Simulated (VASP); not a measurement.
# Pb in VASP: a series of runs

The runs below take Pb through work function, with PBE, PBE+MBD.

Everything below comes from runs of VASP 6.6.1. Logs are shortened: lines on timing, memory, paths and dates and some standing lists are left out, and cuts for length are marked.

## 1. The slab as given

The cell holds a slab with vacuum, 4 atoms: a = 3.493 Å, b = 3.493 Å, c = 23.556 Å, α = 90.00°, β = 90.00°, γ = 120.00°.

The slab is cut from a database's or a generator's crystal, which needn't be the stable form of the element.

## 2. Work function, PBE (the (1 1 1) slab of Pb, cut from the database cell, not relaxed)

File INCAR:

```
  PREC = Accurate
  ENCUT = 520
  EDIFF = 1E-6
  ISMEAR = 0
  SIGMA = 0.05
  LREAL = F
  LASPH = T
  NELM = 60
  ALGO = Fast
  ISIF = 2
  LWAVE = F
  LCHARG = T
  LDIPOL = T
  IDIPOL = 3
  DIPOL = 0.5 0.5 0.500
  GGA = PE
  LELF = T
  LVHAR = T
  LVACPOTAV = T
```

File KPOINTS:

```
Automatic mesh
0
Gamma
  9 9 1
```

File POSCAR:

```
Pb
1.0
    3.4928246563      0.0000000000      0.0000000000
   -1.7464123282      3.0248748834      0.0000000000
    0.0000000000      0.0000000000     23.5556381691
Pb
4
Direct
    0.6666666667      0.3333333333      0.3183951097
    0.3333333333      0.6666666667      0.4394650366
    0.0000000000      0.0000000000      0.5605349634
    0.6666666667      0.3333333333      0.6816048903
```

Potentials or basis: VASP PAW PBE potentials, release 64 (Pb_d).

Command:

```bash
> cat potpaw_PBE.64/Pb_d/POTCAR > POTCAR
> mpirun -np 1 vasp_std > vasp.out
```

OUTCAR:

```text
PREC = Accurate
   ENCUT = 520
   EDIFF = 1E-6
   ISMEAR = 0
   LREAL = F
   LASPH = T
   NELM = 60
   ISIF = 2
   GGA = PE

 ion  position               nearest neighbor table
   1  0.667  0.333  0.318-   2 3.49   2 3.49   2 3.49
   2  0.333  0.667  0.439-   3 3.49   3 3.49   3 3.49   1 3.49   1 3.49   1 3.49
   3  0.000  0.000  0.561-   2 3.49   2 3.49   2 3.49   4 3.49   4 3.49   4 3.49
   4  0.667  0.333  0.682-   3 3.49   3 3.49   3 3.49

  LATTYP: Found a hexagonal cell.
 ALAT       =     3.4928246563
 C/A-ratio  =     6.7440082131

  Lattice vectors:

 A1 = (   3.4928246563,   0.0000000000,   0.0000000000)
 A2 = (  -1.7464123282,   3.0248748834,   0.0000000000)
 A3 = (   0.0000000000,   0.0000000000,  23.5556381691)

Analysis of symmetry for initial positions (statically):
=====================================================================
 Subroutine PRICEL returns:
 Original cell was already a primitive cell.

 Routine SETGRP: Setting up the symmetry group for a
 hexagonal supercell.

 Subroutine GETGRP returns: Found 12 space group operations
 (whereof  6 operations were pure point group operations)
 out of a pool of 24 trial point group operations.

The static configuration has the point symmetry C_3v.
 The point group associated with its full space group is D_3d.

Analysis of symmetry for dynamics (positions and initial velocities):
=====================================================================
 Subroutine PRICEL returns:
 Original cell was already a primitive cell.

 Routine SETGRP: Setting up the symmetry group for a
 hexagonal supercell.

 Subroutine GETGRP returns: Found 12 space group operations
 (whereof  6 operations were pure point group operations)
 out of a pool of 24 trial point group operations.

The dynamic configuration has the point symmetry C_3v.
 The point group associated with its full space group is D_3d.

 Subroutine INISYM returns: Found 12 space group operations
 (whereof  6 operations are pure point group operations),
 and found     1 'primitive' translations

----------------------------------------------------------------------------------------

                                     Primitive cell

  volume of cell :     248.8737

  direct lattice vectors                    reciprocal lattice vectors
     3.492824656  0.000000000  0.000000000     0.286301231  0.165296093  0.000000000
    -1.746412328  3.024874883  0.000000000     0.000000000  0.330592186  0.000000000
     0.000000000  0.000000000 23.555638169     0.000000000  0.000000000  0.042452681

  length of vectors
     3.492824656  3.492824656 23.555638169     0.330592186  0.330592186  0.042452681

  position of ions in fractional coordinates (direct lattice)
     0.666666667  0.333333333  0.318395110
     0.333333333  0.666666667  0.439465037
     0.000000000  0.000000000  0.560534963
     0.666666667  0.333333333  0.681604890

  ion indices of the primitive-cell ions
   primitive index   ion index
                 1           1
                 2           2
                 3           3
                 4           4

----------------------------------------------------------------------------------------

 KPOINTS: Automatic mesh

Automatic generation of k-mesh.
 Grid dimensions read from file:
 generate k-points for:    9    9    1

 Generating k-lattice:

  Cartesian coordinates                     Fractional coordinates (reciprocal lattice)
     0.031811248  0.018366233  0.000000000     0.111111111 -0.000000000  0.000000000
     0.000000000  0.036732465  0.000000000     0.000000000  0.111111111  0.000000000
     0.000000000  0.000000000  0.042452681     0.000000000  0.000000000  1.000000000

  Length of vectors
     0.036732465  0.036732465  0.042452681

  Shift w.r.t. Gamma in fractional coordinates (k-lattice)
     0.000000000  0.000000000  0.000000000

 Subroutine IBZKPT returns following result:
 ===========================================

 Found     12 irreducible k-points:

 Following reciprocal coordinates:
            Coordinates               Weight
  0.000000  0.000000  0.000000      1.000000
  0.111111  0.000000  0.000000      6.000000
  0.222222  0.000000  0.000000      6.000000
  0.333333  0.000000  0.000000      6.000000
  0.444444  0.000000  0.000000      6.000000
  0.111111  0.111111  0.000000      6.000000
  0.222222  0.111111  0.000000     12.000000
  0.333333  0.111111  0.000000     12.000000
  0.444444  0.111111  0.000000      6.000000
  0.222222  0.222222  0.000000      6.000000
  0.333333  0.222222  0.000000     12.000000
  0.333333  0.333333  0.000000      2.000000
   k-points           NKPTS =     12   k-points in BZ     NKDIM =     12   number of bands    NBANDS=     33
   number of dos      NEDOS =    301   number of ions     NIONS =      4
   total plane-waves  NPLWV = 141120
   dimension x,y,z NGX =    28 NGY =   28 NGZ =  180
   dimension x,y,z NGXF=    56 NGYF=   56 NGZF=  360
   ions per type =               4
   NGX,Y,Z   is equivalent  to a cutoff of  13.33, 13.33, 12.70 a.u.
   NGXF,Y,Z  is equivalent  to a cutoff of  26.65, 26.65, 25.41 a.u.
 SYSTEM =  unknown system
   PREC   = accura    normal or accurate (medium, high low for compatibility)
   ISTART =      0    job   : 0-new  1-cont  2-samecut
   ICHARG =      2    charge: 1-file 2-atom 10-const
   ISPIN  =      1    spin polarized calculation?
   LNONCOLLINEAR =      F non collinear calculations
   LSORBIT =      F    spin-orbit coupling
   LASPH  =      T    aspherical Exc in radial PAW
   ENCUT  =  520.0 eV  38.22 Ry    6.18 a.u.   6.49  6.49 43.80*2*pi/ulx,y,z
   NELM   =     60;   NELMIN=  2; NELMDL= -5     # of ELM steps
   EDIFF  = 0.1E-05   stopping-criterion for ELM
   LREAL  =      F    real-space projection
   EDIFFG = 0.1E-04   stopping-criterion for IOM
   NSW    =      0    number of steps for IOM
   IBRION =     -1    ionic relax: 0-MD 1-quasi-New 2-CG
   NFREE  =      0    steps in history (QN), initial steepest desc. (CG)
   ISIF   =      2    stress and relaxation
   ISYM   =      2    0-nonsym 1-usesym 2-fastsym
   POTIM  = 0.5000    time-step for ionic-motion
   TEBEG  =    0.0;   TEEND  =   0.0 temperature during run
   PSTRESS=    0.0 pullay stress
   NELECT =      56.0000    total number of electrons
   NUPDOWN=      -1.0000    fix difference up-down
   EMIN   =  10.00;   EMAX   =-10.00  energy-range for DOS
   EFERMI =   0.00;   METHOD = LEGACY
   ISMEAR =     0;   SIGMA  =   0.05  broadening in eV -4-tet -1-fermi 0-gaus
   EFERMI_NEDOS =   21; number of points for ismear=-14 and -15
   IALGO  =     68    algorithm
   IMIX   =      4    mixing-type and parameters
     AMIX     =   0.40;   BMIX     =  1.00
     AMIX_MAG =   1.60;   BMIX_MAG =  1.00
  volume/ion in A,a.u.               =      62.22       419.87
  Fermi-wavevector in a.u.,A,eV,Ry     =   0.995737  1.881669 13.490060  0.991491
  Thomas-Fermi vector in A             =   2.127777
   LORBIT       =      0    0 simple, 1 ext, 2 COOP (PROOUT), +10 PAW based schemes
   GGA     = PE    functional components
   LHFCALC =     F    Hartree Fock is set to
   AEXX    =    0.0000 exact exchange contribution
   IVDW    =     0    specifies the selected vdW correction
   LEPSILON=     F    determine dielectric tensor
   LRPA    =     F    only Hartree local field effects (RPA)
 non-spin polarized calculation
 RMM-DIIS sequential band-by-band and
 Gauss-broadening in eV      SIGMA  =   0.05
  energy-cutoff  :      520.00
  volume of cell :      248.87
 maximum number of plane-waves:      6771
 NGX is ok and might be reduce to    28
   NGX = 13   NGY = 13   NGZ = 87

 number of electron      56.0000000 magnetization

 dipolmoment           0.000000      0.000000      0.000000 electrons x Angstroem

 Free energy of the ion-electron system (eV)
  ---------------------------------------------------
  ext. energy  EPLUGINS =         0.00000000
  ---------------------------------------------------
  free energy    TOTEN  =       -13.91952539 eV

  energy without entropy =      -13.91854764  energy(sigma->0) =      -13.91903651

 E-fermi :   1.6689     XC(G=0):  -5.5970

 val. band max:        1.5957433486   @ k =   0.3333   0.2222   0.0000
 cond. band min:       1.7351454069   @ k =   0.3333   0.0000   0.0000
 fundamental gap:      0.1394020582
 Fermi energy:         1.6688925779

 k-point     1 :       0.0000    0.0000    0.0000
  band No.  band energies     occupation
      1     -15.4810      2.00000
      2     -15.4801      2.00000
      3     -15.4285      2.00000
      4     -15.4285      2.00000
      5     -15.4280      2.00000
      6     -15.4267      2.00000
[... 25 lines left out ...]
     32       7.4656      0.00000
     33       7.5121      0.00000

 k-point     2 :       0.1111    0.0000    0.0000
  band No.  band energies     occupation
      1     -15.4722      2.00000
      2     -15.4704      2.00000
      3     -15.4337      2.00000
      4     -15.4323      2.00000
      5     -15.4253      2.00000
      6     -15.4035      2.00000
[... 25 lines left out ...]
     32       6.4895      0.00000
     33       6.6970      0.00000

 k-point     3 :       0.2222    0.0000    0.0000
  band No.  band energies     occupation
      1     -15.4984      2.00000
      2     -15.4882      2.00000
      3     -15.4476      2.00000
      4     -15.4217      2.00000
      5     -15.4018      2.00000
      6     -15.3930      2.00000
[... 25 lines left out ...]
     32       5.5042      0.00000
     33       5.5465      0.00000

 k-point     4 :       0.3333    0.0000    0.0000
  band No.  band energies     occupation
      1     -15.5398      2.00000
      2     -15.5191      2.00000
      3     -15.4728      2.00000
      4     -15.4412      2.00000
      5     -15.4230      2.00000
      6     -15.4157      2.00000
[... 241 lines left out ...]
     32       3.1672      0.00000
     33       3.8641      0.00000

 k-point    11 :       0.3333    0.2222    0.0000
  band No.  band energies     occupation
      1     -15.4908      2.00000
      2     -15.4511      2.00000
      3     -15.4373      2.00000
      4     -15.4341      2.00000
      5     -15.4151      2.00000
      6     -15.4116      2.00000
[... 25 lines left out ...]
     32       2.8525      0.00000
     33       3.0315      0.00000

 k-point    12 :       0.3333    0.3333    0.0000
  band No.  band energies     occupation
      1     -15.4608      2.00000
      2     -15.4608      2.00000
      3     -15.4507      2.00000
      4     -15.4155      2.00000
      5     -15.4155      2.00000
      6     -15.3691      2.00000
[... 25 lines left out ...]
     32       1.3005      2.00000
     33       3.6948      0.00000

------------------------ aborting loop because EDIFF is reached ----------------------------------------

  FORCE on cell =-STRESS in cart. coord.  units (eV):
  Direction    XX          YY          ZZ          XY          YZ          ZX
  --------------------------------------------------------------------------------------
  -------------------------------------------------------------------------------------
  Total        0.4967364      0.4967364      0.1410955     -0.0000000      0.0000000     -0.0000000
  in kB        3.1978458      3.1978458      0.9083320     -0.0000000      0.0000000     -0.0000000
  external PRESSURE =       2.4346745 kB  Pullay stress =       0.0000000 kB

 VOLUME and BASIS-vectors are now :
 -----------------------------------------------------------------------------
  energy-cutoff  :      520.00
  volume of cell :      248.87
      direct lattice vectors                 reciprocal lattice vectors
     3.492824656  0.000000000  0.000000000     0.286301231  0.165296093  0.000000000
    -1.746412328  3.024874883  0.000000000     0.000000000  0.330592186  0.000000000
     0.000000000  0.000000000 23.555638169     0.000000000  0.000000000  0.042452681

 POSITION                                       TOTAL-FORCE (eV/Angst)
 -----------------------------------------------------------------------------------
      1.74641      1.00829      7.50000         0.000000      0.000000      0.086228
     -0.00000      2.01658     10.35188        -0.000000      0.000000     -0.328377
      0.00000      0.00000     13.20376         0.000000      0.000000      0.328377
      1.74641      1.00829     16.05564        -0.000000     -0.000000     -0.086228
 -----------------------------------------------------------------------------------
    total drift:                               -0.000000      0.000000      0.000042

  FREE ENERGIE OF THE ION-ELECTRON SYSTEM (eV)
  ---------------------------------------------------
  free  energy   TOTEN  =       -13.9195253889 eV

  energy  without entropy=      -13.9185476381  energy(sigma->0) =      -13.91903651

 vacuum level on the upper side and lower side of the slab         5.388         5.388
```

Run time: 81 s. Hardware: 1 thread of Intel Xeon 6975P-C (Granite Rapids), shared host; peak memory 0.38 GiB.

Results:

```
Free energy                     : -13.9195 eV
Largest force                   : 0.328 eV/Å
Band gap on the k mesh          : none (metal or under the smearing width)
Work function of the upper face : 3.72 eV
Work function of the lower face : 3.72 eV
```

Forces in eV/Å, atoms in the order of the input:
```
Pb   0.000  0.000  0.086
Pb   0.000  0.000 -0.328
Pb   0.000  0.000  0.328
Pb   0.000  0.000 -0.086
```

Spin-orbit coupling is left out, which matters for the levels of Pb.

## 3. Work function, PBE+MBD

File INCAR:

```
SYSTEM = Pb
PREC = Accurate
ENCUT = 520
EDIFF = 1E-6
ISMEAR = -1
SIGMA = 0.1
LREAL = On
LASPH = .True.
NELM = 60
ALGO = Normal
ISIF = 2
LWAVE = .False.
LCHARG = .True.
LDIPOL = .True.
IDIPOL = 3
DIPOL = 0.5 0.5 0.500
GGA = PE
IVDW = 202
LELF = .True.
LVHAR = .True.
LVACPOTAV = .True.
BMIX = 2.0
```

File KPOINTS:

```
Automatic mesh
0
Gamma
  9 9 1
  0 0 0
```

POSCAR is that of step 2.

Potentials or basis: VASP PAW PBE potentials, release 64 (Pb_d).

Command:

```bash
> cat potpaw_PBE.64/Pb_d/POTCAR > POTCAR
> mpirun -np 1 vasp_std > vasp.out
```

OUTCAR:

```text
SYSTEM = Pb
   PREC = Accurate
   ENCUT = 520
   EDIFF = 1E-6
   ISMEAR = -1
   LREAL = On
   LASPH = .True.
   NELM = 60
   ISIF = 2
   GGA = PE
   IVDW = 202
  IVDW = 202

 ion  position               nearest neighbor table
   1  0.667  0.333  0.318-   2 3.49   2 3.49   2 3.49
   2  0.333  0.667  0.439-   3 3.49   3 3.49   3 3.49   1 3.49   1 3.49   1 3.49
   3  0.000  0.000  0.561-   2 3.49   2 3.49   2 3.49   4 3.49   4 3.49   4 3.49
   4  0.667  0.333  0.682-   3 3.49   3 3.49   3 3.49

  LATTYP: Found a hexagonal cell.
 ALAT       =     3.4928246563
 C/A-ratio  =     6.7440082131

  Lattice vectors:

 A1 = (   3.4928246563,   0.0000000000,   0.0000000000)
 A2 = (  -1.7464123282,   3.0248748834,   0.0000000000)
 A3 = (   0.0000000000,   0.0000000000,  23.5556381691)

Analysis of symmetry for initial positions (statically):
=====================================================================
 Subroutine PRICEL returns:
 Original cell was already a primitive cell.

 Routine SETGRP: Setting up the symmetry group for a
 hexagonal supercell.

 Subroutine GETGRP returns: Found 12 space group operations
[... 170 lines left out ...]
      1     -14.5544      2.00000
      2     -14.5528      2.00000
      3     -14.4896      2.00000
      4     -14.4852      2.00000
      5     -14.4852      2.00000
      6     -14.4740      2.00000
[... 421 lines left out ...]
     32       1.0172      1.92671
     33       3.3935      0.00000

------------------------ aborting loop because EDIFF is reached ----------------------------------------

  Hirshfeld charges:
            ion         q(e)
   ------------------------------
      1     Pb       0.00426894
      2     Pb      -0.00426889
      3     Pb      -0.00426896
      4     Pb       0.00426891

  Tkatchenko/Scheffler method for vdW energy calculation

  Edisp (eV):   -1.42129

  FORCE on cell =-STRESS in cart. coord.  units (eV):
  Direction    XX          YY          ZZ          XY          YZ          ZX
  --------------------------------------------------------------------------------------
  -------------------------------------------------------------------------------------
  Total      15.97661    15.97661    -4.24047    -0.00000    -0.00000     0.00000
  in kB     102.85278   102.85278   -27.29895    -0.00000    -0.00000     0.00000
  external pressure =       59.47 kB  Pullay stress =        0.00 kB

 VOLUME and BASIS-vectors are now :
 -----------------------------------------------------------------------------
  energy-cutoff  :      520.00
  volume of cell :      248.87
      direct lattice vectors                 reciprocal lattice vectors
     3.492824656  0.000000000  0.000000000     0.286301231  0.165296093  0.000000000
    -1.746412328  3.024874883  0.000000000     0.000000000  0.330592186  0.000000000
     0.000000000  0.000000000 23.555638169     0.000000000  0.000000000  0.042452681

 POSITION                                       TOTAL-FORCE (eV/Angst)
 -----------------------------------------------------------------------------------
      1.74641      1.00829      7.50000        -0.000000      0.000000      5.980809
     -0.00000      2.01658     10.35188         0.000000      0.000000    -11.521148
      0.00000      0.00000     13.20376        -0.000000      0.000000     11.521148
      1.74641      1.00829     16.05564         0.000000      0.000000     -5.980809
 -----------------------------------------------------------------------------------
    total drift:                               -0.000000      0.000000      0.000040

  FREE ENERGIE OF THE ION-ELECTRON SYSTEM (eV)
  ---------------------------------------------------
  free  energy   TOTEN  =        -4.4550235691 eV

  energy  without entropy=       -4.3874593193  energy(sigma->0) =       -4.42124144

 vacuum level on the upper side and lower side of the slab         5.231         5.231
```

stdout:

```text
POSCAR found type information on POSCAR Pb
 POSCAR found :  1 types and       4 ions
 scaLAPACK will be used
 -----------------------------------------------------------------------------
|                                                                             |
[... 30 lines left out ...]
 -----------------------------------------------------------------------------

 augmentation electrons   56.0095327827107
 total        electrons   56.0095327827107
 augmentation electrons   265.304767218458
 total        electrons   265.304767218458
 augmentation electrons   22.9251560996978
 soft         electrons   33.0843767316211
 total        electrons   56.0095328313189
 translations:           2           2           0
```

Wall time 74 s (1 thread of Intel Xeon 6975P-C (Granite Rapids), shared host); peak memory 0.36 GiB.

These settings aren't checked as converged (typed here: BMIX = 2; LREAL = On): the numbers below hold their error.

Results:

```
Free energy                     : -4.4550 eV
Largest force                   : 11.521 eV/Å
Band gap on the k mesh          : none (metal or under the smearing width)
Dispersion energy per atom      : -0.355 eV
Work function of the upper face : 3.89 eV
Work function of the lower face : 3.89 eV
```
